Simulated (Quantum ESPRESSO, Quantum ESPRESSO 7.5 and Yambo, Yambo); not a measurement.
**SiC (P6_3mc): G0W0 on several meshes in Yambo**

How does the mesh move the gap of SiC (P6_3mc)?

Calculated with Quantum ESPRESSO 7.5 and Yambo 5.3.0; PBE and many-body steps on it, plane waves.

## 1. The starting structure

It takes space group P6_3mc (No. 186, hexagonal). The conventional cell has a = 3.077 Å, b = 3.077 Å, c = 15.098 Å, α = 90.00°, β = 90.00°, γ = 120.00°. Nearest to Si lie 4 C at 1.88 to 1.89 Å. Si has 4 C at 1.89 Å nearest. Nearest to C lie 4 Si at 1.88 to 1.89 Å. C has 4 Si at 1.88 to 1.89 Å nearest. Nearest to C lie 4 Si at 1.89 Å. Farther neighbours are not listed.

The cell and positions are those that the Materials Project relaxed with its own functionals (PBE, PBE+U or r2SCAN), kept fixed.

## 2. Empty states on the mesh, 6×6×1 mesh, 540 bands

This step: Quantum ESPRESSO 7.5; DFT, PBE, plane waves, norm-conserving pseudopotentials.

The sums over transitions need many empty states on a uniform mesh; this step solves for them.

File pw.in:

```
&control
  calculation = 'nscf'
  prefix = 'x'
  outdir = 'o'
  pseudo_dir = 'pseudo'
/
&system
  ibrav = 0
  nat = 12
  ntyp = 2
  ecutwfc = 74.0
  nbnd = 540
  force_symmorphic = .true.
/
&electrons
  conv_thr = 1e-9
  electron_maxstep = 80
  diago_full_acc = .true.
  diago_thr_init = 5e-6
/
ATOMIC_SPECIES
  Si 28.085 Si.upf
  C 12.011 C.upf
CELL_PARAMETERS angstrom
  3.0766210102 -0.0000000000 0.0000000000
  -1.5383105051 2.6644319527 0.0000000000
  0.0000000000 0.0000000000 15.0980843200
ATOMIC_POSITIONS crystal
  Si 0.3333333333 0.6666666667 0.8329861500
  Si 0.6666666667 0.3333333333 0.3329861500
  Si 0.6666666667 0.3333333333 0.6665006000
  Si 0.3333333333 0.6666666667 0.1665006000
  Si 0.0000000000 0.0000000000 0.4997294200
  Si 0.0000000000 0.0000000000 0.9997294200
  C 0.0000000000 0.0000000000 0.8743664100
  C 0.0000000000 0.0000000000 0.3743664100
  C 0.3333333333 0.6666666667 0.7079967800
  C 0.6666666667 0.3333333333 0.2079967800
  C 0.6666666667 0.3333333333 0.5415216400
  C 0.3333333333 0.6666666667 0.0415216400
K_POINTS automatic
  6 6 1 0 0 0
```

Launch:

```bash
OMP_NUM_THREADS=1 mpirun -n 4 pw.x -nk 4 -in pw.in > pw.out
```

The program printed:

```text
Program PWSCF v.7.5 starts

     This program is part of the open-source Quantum ESPRESSO suite
     for quantum simulation of materials; please cite
         "P. Giannozzi et al., J. Phys.:Condens. Matter 21 395502 (2009);
         "P. Giannozzi et al., J. Phys.:Condens. Matter 29 465901 (2017);
         "P. Giannozzi et al., J. Chem. Phys. 152 154105 (2020);
     in publications or presentations arising from this work. More details at

     Atomic positions and unit cell read from directory:
     o/x.save/

     Message from routine setup:
[...]
32.3197  32.3797  33.0699  33.2579  33.4779  33.7163  33.7714  34.1070
     [... 56 further rows ...]
   144.0309 144.2933 144.4252 144.7993 145.0146 145.0799 145.2774 145.3429
   145.7397 145.7744 146.0091 146.0971

          k = 0.0000-0.5774 0.0000 (  9006 PWs)   bands (ev):

     [... further k-points ...]

     highest occupied, lowest unoccupied level (ev):     9.5842   11.6109

     XML data file, pseudopotentials, collected wavefunctions

=------------------------------------------------------------------------------=
   JOB DONE.
=------------------------------------------------------------------------------=
```

It took 3.2 min on 4 MPI ranks of Arm Neoverse V1, shared host; peak memory 2 GiB; 13 min of CPU time.

This step gave:

| Quantity | Value |
| --- | --- |
| gap | 2.027 eV |
| k of the valence top | 0, 0, 0 |
| k of the conduction bottom | 0, -0.5, 0 |
| least direct gap | 3.130 eV |
| k points computed | 7 |
| lowest point of the top converged band, above the valence top | 133.5747 eV |

On this mesh the gap is 2.027 eV.

The density comes from a self-consistent run that is not shown.

## 3. Conversion and set-up

This step: Yambo 5.3.0; conversion and set-up on PBE, plane waves, norm-conserving pseudopotentials.

The states are converted to the many-body program's format and the q mesh is built.

Launch:

```bash
(cd o/x.save; p2y > p2y.log; mv SAVE ../..); yambo > setup.log
```

The program printed:

```text
 Yambo, version 5.3.0

 [02] CORE Variables Setup
 =========================

  [02.01] Unit cells
  ==================

  Cell kind             :  HCP
  Atoms in the cell     :  Si  C
  number of Si atoms    :   6
  number of C  atoms    :   6

  List of atomic masses
  Mass of Si    :  28.08500
  Mass of C     :  12.01100

  List of atomic coordinates    : [cc]
  Si1       : -0.29070E-09   3.3567       23.766      order 1
  Si2       :  2.906986  1.678349  9.500509  order 2
  Si3       :   2.90699   1.67835  19.01609  order 3
[...]
BZ  Q-points                                      :   36

 K/Q-points units:
 rlu = crystal or reduced units; cc = cartesian coordinates; iku = interal k-units

 Q [1]          [rlu]:  0.000000  0.000000  0.000000
 Q [2]          [rlu]: -0.48527E-17  0.16667       0.0000
 Q [3]          [rlu]: -0.97055E-17  0.33333       0.0000
 Q [4]          [rlu]:  0.14558E-16 -0.50000       0.0000
 Q [5]          [rlu]:  0.166667  0.166667  0.000000
 Q [6]          [rlu]:  0.166667  0.333333  0.000000
 Q [7]          [rlu]:  0.333333  0.333333  0.000000

  [03.01] X indexes
  =================

   [03.01.01] Sigma indexes
   ========================

 [06] Game Over & Game summary
```

Elapsed: 2.8 s, on 1 MPI rank; peak memory 0.24 GiB.

## 4. 6×6×1

Now the one-shot GW correction: screening in the RPA, then the self-energy of the levels asked for.

This step: G0W0 on PBE, plane waves, norm-conserving pseudopotentials.

File gw2.in:

```
HF_and_locXC
gw0
dyson
ppa
em1d
rim_cut
RandQpts= 1000000
RandGvec= 1 RL
EXXRLvcs= 74 Ry
VXCRLvcs= 296 Ry
Chimod= "HARTREE"
% BndsRnXp
 1 | 234 |
%
NGsBlkXp= 10 Ry
% LongDrXp
 1 | 1 | 1 |
%
% GbndRnge
 1 | 234 |
%
DysSolver= "n"
ExtendOut
PPAPntXp= 27.21138 eV
% QPkrange
 1 | 1 | 23 | 26 |
 4 | 4 | 23 | 26 |
%
```

Launch:

```bash
OMP_NUM_THREADS=1 mpirun -n 4 yambo -F gw2.in -J gw2 -C gw2 > gw2.log
```

The program printed:

```text
 Yambo, version 5.3.0

 [02] CORE Variables Setup
 =========================

  [... cell, symmetries and grids as in the set-up ...]

  [02.05] Energies & Occupations
  ==============================

  [X] === General ===
  [X] Electronic Temperature                        :  0.000000  0.000000 [eV K]
  [X] Bosonic    Temperature                        :  0.000000  0.000000 [eV K]
  [X] Finite Temperature mode                       : no
  [X] El. density                                   :  0.38783E+24 [cm-3]
  [X] Fermi Level                                   :  9.584179 [eV]

  [X] === Gaps and Widths ===
  [X] Conduction Band Min                           :  2.026692 [eV]
  [X] Valence Band Max                              :  0.000000 [eV]
  [X] Filled Bands                                  :  24
  [X] Empty Bands                                   :    25   540
  [X] Direct Gap                                    :  3.130175 [eV]
  [X] Direct Gap localized at k                     :   4
  [X] Indirect Gap                                  :  2.026692 [eV]
  [X] Indirect Gap between kpts                     :   1   4
  [X] Last valence band width                       :  2.077149 [eV]
  [X] 1st conduction band width                     :  3.176042 [eV]

 [03] Transferred momenta grid and indexing
 ==========================================

 IBZ Q-points                                      :   7
 BZ  Q-points                                      :   36

 K/Q-points units:
 rlu = crystal or reduced units; cc = cartesian coordinates; iku = interal k-units

 Q [1]          [rlu]:  0.000000  0.000000  0.000000
 Q [2]          [rlu]: -0.48527E-17  0.16667       0.0000
 Q [3]          [rlu]: -0.97055E-17  0.33333       0.0000
 Q [4]          [rlu]:  0.14558E-16 -0.50000       0.0000
 Q [5]          [rlu]:  0.166667  0.166667  0.000000
 Q [6]          [rlu]:  0.166667  0.333333  0.000000
 Q [7]          [rlu]:  0.333333  0.333333  0.000000

 [04] Coloumb potential Random Integration (RIM)
 ===============================================

  [04.01] RIM initialization
  ==========================

  * Diagonal components only detected *

  8 x (sBL volume)        :  0.065998 [a.u.]
  sBZ random points       :  1000000
  Points outside the sBZ  :   7993074
  RL volume               :  0.296990 [a.u.]
  Integrated volume       :  0.297248 [a.u.]

  [04.02] RIM integrals
  =====================

  Gamma point sphere radius             :  0.073304 [a.u.]
  Points outside the sphere             :   799493
  [Int_sBZ(q=0) 1/q^2]*(Vol_sBZ)^(-1/3) =:  7.699798
                                 should be <:  7.795600

  Summary of Coulomb integrals for non-metallic bands |Q|[au] RIM/Bare

  Q [1] 0.100000E-4 0.987711 * Q [2] 0.207982 1.035310
  Q [5] 0.360235 1.014559 * Q [3] 0.415963 1.011306
  Q [6] 0.550268 1.006880 * Q [4] 0.623945 1.006041
  Q [7] 0.720470 1.004345

 [05] Dipoles
 ============

  [05.01] Setup: observables and procedures
  =========================================

  [WARNING] [x,Vnl] slows the Dipoles computation. To neglect it rename the ns.kb_pp file

 [06] Dynamic Dielectric Matrix (PPA)
 ====================================

 [WR./gw2//ndb.pp]---------------------------------------------------------------
  Brillouin Zone Q/K grids (IBZ/BZ)                :    7   36    7   36
  RL vectors                                       :  11311 [WF]
  Coulomb cutoff potential                         : none
  Electronic Temperature                           :  0.000000 [K]
  Bosonic    Temperature                           :  0.000000 [K]
  PPA    diel. fun.  energies                      : Perdew, Burke & Ernzerhof(X)+Perdew, Burke & Ernzerhof(C)
  wavefunctions                                    : Perdew, Burke & Ernzerhof(X)+Perdew, Burke & Ernzerhof(C)
  Global Gauge                                     : length
  X matrix size                                    :   431
  X band range                                     :    1  234
  X e/h energy range                               : -1.000000 -1.000000 [eV]
  X Time ordering                                  : R
  X Hxc Kernel                                     : HARTREE
  X Drude frequency                                :  0.000000  0.000000
  X poles                                          :  100.0000 [o/o]
  RL vectors in the sum                            :  11311
  [r,Vnl] included                                 : yes
  Field direction                                  :  0.577350E-5  0.577350E-5  0.577350E-5
  BZ energy Double Grid                            : no
  BZ energy DbGd points                            : 0
  BZ Q point size factor                           : -1.000000
  X Optical Averaged directions                    : none

 [07] Local Exchange-Correlation + Non-Local Fock
 ================================================

 [VXC] Plane waves :   71833
 [EXS] Plane waves :   8953

 QP @ state[ 1 ] K range:  1  1
 QP @ state[ 1 ] b range:  23  26
 QP @ state[ 2 ] K range:   4   4
 QP @ state[ 2 ] b range:  23  26

 [xc] Functional : Perdew, Burke & Ernzerhof(X)+Perdew, Burke & Ernzerhof(C)
 [xc] LIBXC used to calculate xc functional
  PP Number of Atomic Species                      :  2
  NLCC RL compoments                               :   71833
  PP Number of Atomic Species                      :  2
  NLCC RL compoments                               :   71833

 [xc] E_xc :  -18.29600 [Ha]
      E_xc :  -36.59200 [Ry]

  Local XC kind (lXC) : Perdew, Burke & Ernzerhof(X)+Perdew, Burke & Ernzerhof(C)
  Non-Local XC kind (nlXC) : Hartree-Fock

  Corrections @ K [1] :  [eV]
 <23|nlXC|23> = -17.34182 -0.10097E-16 <23|lXC|23> = -14.96888 -0.47204E-16
 <24|nlXC|24> = -17.34181 -0.10519E-16 <24|lXC|24> = -14.96888  0.000000
 <25|nlXC|25> = -6.945472 -0.43674E-19 <25|lXC|25> = -12.15702 -0.18882E-15
 <26|nlXC|26> = -6.854570  0.11408E-17 <26|lXC|26> = -12.10217 -0.23602E-16

  Corrections @ K [4] :  [eV]
 <23|nlXC|23> = -16.73341 -0.53488E-17 <23|lXC|23> = -13.92450  0.11801E-16
 <24|nlXC|24> = -17.35488  0.55639E-18 <24|lXC|24> = -14.51596 -0.44254E-16
 <25|nlXC|25> = -6.778437 -0.42343E-17 <25|lXC|25> = -10.94428  0.11801E-16
 <26|nlXC|26> = -6.514522  0.55408E-18 <26|lXC|26> = -10.78955  0.32453E-16

 [08] Dyson equation: Newton solver
 ==================================

  [08.01] G0W0 (W PPA)
  ====================

  [  GW  ] Bands range     :    1  234
  [GW/PPA] G damping       :  0.100000 [eV]

  QP @ state[ 1 ] K range:  1  1
  QP @ state[ 1 ] b range:  23  26
  QP @ state[ 2 ] K range:   4   4
  QP @ state[ 2 ] b range:  23  26

   Sc/G bands                                       :    1  234
   Sc/G damping                                     :  0.100000 ev
   Sc bands terminator                              : no
   Sx RL components                                 :   8953

   QP @ state[ 1 ] K range                          :  1  1
   QP @ state[ 1 ] b range                          :  23  26
   QP @ state[ 2 ] K range                          :   4   4
   QP @ state[ 2 ] b range                          :  23  26
   GF energies kind                                 : Perdew, Burke & Ernzerhof(X)+Perdew, Burke & Ernzerhof(C)
   GF WF`s kind                                     : Perdew, Burke & Ernzerhof(X)+Perdew, Burke & Ernzerhof(C)
   Xs energies kind                                 : Perdew, Burke & Ernzerhof(X)+Perdew, Burke & Ernzerhof(C)
   Xs WF`s kind                                     : Perdew, Burke & Ernzerhof(X)+Perdew, Burke & Ernzerhof(C)

 [11] Game Over & Game summary
```

It took 8.8 min on 4 MPI ranks; peak memory 2.6 GiB.

Numbers from this step:

```yaml
g0w0_gap_on_the_points_computed: 2.633 eV
starting_gap_on_the_mesh: 2.027 eV
k_of_the_valence_top: 0, 0, 0
k_of_the_conduction_bottom: 0, -0.5, 0
least_direct_g0w0_gap_on_the_computed_points: 3.896 eV
z_at_the_valence_top: 0.8008
z_at_the_conduction_bottom: 0.8234
```

The gap on the mesh goes from 2.03 eV to 2.63 eV, a correction of +0.61 eV.

## 5. Empty states on the mesh, 3×3×1 mesh, 234 bands

This step: Quantum ESPRESSO 7.5; DFT, PBE, plane waves, norm-conserving pseudopotentials.

pw.in: that of step 2 with these lines changed.

```diff
@@ -11,3 +11,3 @@
   ecutwfc = 74.0
-  nbnd = 540
+  nbnd = 234
   force_symmorphic = .true.
@@ -41,2 +41,2 @@
 K_POINTS automatic
-  6 6 1 0 0 0
+  3 3 1 0 0 0
```

Launch:

```bash
OMP_NUM_THREADS=1 mpirun -n 4 pw.x -nk 4 -in pw.in > pw.out
```

The program printed:

```text
[banner, memory and clock lines left out]
Program PWSCF v.7.5 starts

     Atomic positions and unit cell read from directory:
     o/x.save/

     Message from routine setup:
     using ibrav=0 with symmetry is DISCOURAGED, use correct ibrav instead

     Message from routine divide_et_impera:
     suboptimal parallelization: some nodes have no k-points

     G-vector sticks info

     bravais-lattice index     =            0
     lattice parameter (alat)  =       5.8140  a.u.
     unit-cell volume          =     835.2127 (a.u.)^3
     number of atoms/cell      =           12
[...]
[... 18 further rows ...]
[...]
78.8326  79.2549

          k = 0.0000 0.3849 0.0000 (  8976 PWs)   bands (ev):

[...]
[... 18 further rows ...]
[...]
78.2064  78.4843

          k = 0.3333 0.5774 0.0000 (  9054 PWs)   bands (ev):

[...]
34.2368  34.2368  34.2563  34.7660  35.1524  35.1524  35.4834  35.4834
     [... 18 further rows ...]
    78.0458  78.0458  78.4276  78.7177  79.3905  79.5797  79.8018  79.8018
    80.8508  80.8508

     highest occupied, lowest unoccupied level (ev):     9.5842   12.4123

     XML data file, pseudopotentials, collected wavefunctions
```

The job ended after 30 s (4 MPI ranks; peak memory 0.81 GiB).

Numbers from this step:

```yaml
gap: 2.828 eV
k_of_the_valence_top: 0, 0, 0
k_of_the_conduction_bottom: 0, 0.3333, 0
least_direct_gap: 3.654 eV
k_points_computed: 3
lowest_point_of_the_top_converged_band_above_the_valence_top: 68.9001 eV
```

On this mesh the gap is 2.828 eV.

[end of part 1 of 2]

[Paths, hosts, dates, memory and timing lines, banners, echoed tables and standing remarks are left out of the program output.]

[Logs are printed without paths, hosts, clocks, repeated set-up lines and the standing remarks that a program may print on its own settings, such as how far it seeks lower states.]

[Runs of the session that timed out or met a known fault of the program may be left out.]

[Hosts, paths, dates, database ids (printed as entryN), source tags and the programs' standing remarks are cut or masked in the printed files.]
